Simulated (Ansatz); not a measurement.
Crystal: TiO2.

```
CELL_PARAMETERS angstrom
-4.35076 4.35076 1.88756
4.35076 -4.35076 1.88756
4.35076 4.35076 -1.88756
ATOMIC_POSITIONS crystal
Ti 0.29228 0.99714 0.28943
Ti 0.00286 0.29228 0.29514
Ti 0.99714 0.70772 0.70486
Ti 0.70772 0.00286 0.71057
O 0.49886 0.84922 0.34808
O 0.16166 0.15960 0.32126
O 0.15078 0.49886 0.64965
O 0.15960 0.83834 0.99794
O 0.84040 0.16166 0.00206
O 0.84922 0.50114 0.35035
O 0.83834 0.84040 0.67874
O 0.50114 0.15078 0.65192
```

Measurements of this composition are mostly on another form, of space group No. 141.

```yaml
Program: Ansatz 0.2.0
Task: relaxation of cell and atoms
Functional: PBE
Potentials_or_basis: Ansatz PAW
Cutoff: "420 eV (not typed: the program's choice for these potentials)"
k_mesh: 6 × 6 × 6
Occupations: fermi-dirac, width 0.05 eV
Spin: no spin polarisation
Hubbard_terms: Ti d U = 4 eV
```

At the start: volume 11.91 Å³/atom.

Problem. Where does the relaxation end?

Solution. It ends after 7 steps and the volume is 12.31 Å³/atom (+3.4 %); space group I4/mmm (No. 139, to 0.05 Å).

The path:
```csv
step,energy change (eV),largest force (eV/Å),volume (Å³)
1,0.0000,0.2138,142.92
2,-0.0736,0.0341,146.52
3,-0.0744,0.0179,147.50
4,-0.0743,0.0097,147.56
5,-0.0966,0.0096,147.56
6,-0.0962,0.0018,147.75
7,-0.0970,0.0018,147.75
```

Final structure:
```
Ti O
1.0
    -4.39822    4.39822    1.90946
     4.39822   -4.39822    1.90946
     4.39822    4.39822   -1.90946
Ti O
4 8
Direct
  0.29087 0.99904 0.28991
  0.00096 0.29087 0.29184
  0.99904 0.70913 0.70816
  0.70913 0.00096 0.71009
  0.49965 0.84923 0.34887
  0.16000 0.15942 0.31942
  0.15077 0.49965 0.65042
  0.15942 0.84000 0.99943
  0.84058 0.16000 0.00057
  0.84923 0.50035 0.34958
  0.84000 0.84058 0.68058
  0.50035 0.15077 0.65113
```

Caveat: the plane-wave basis is chosen anew once the cell has moved, so the energies of steps on either side of that aren't comparable; the pressure holds a Pulay correction of +0.6 GPa for the finite cutoff.
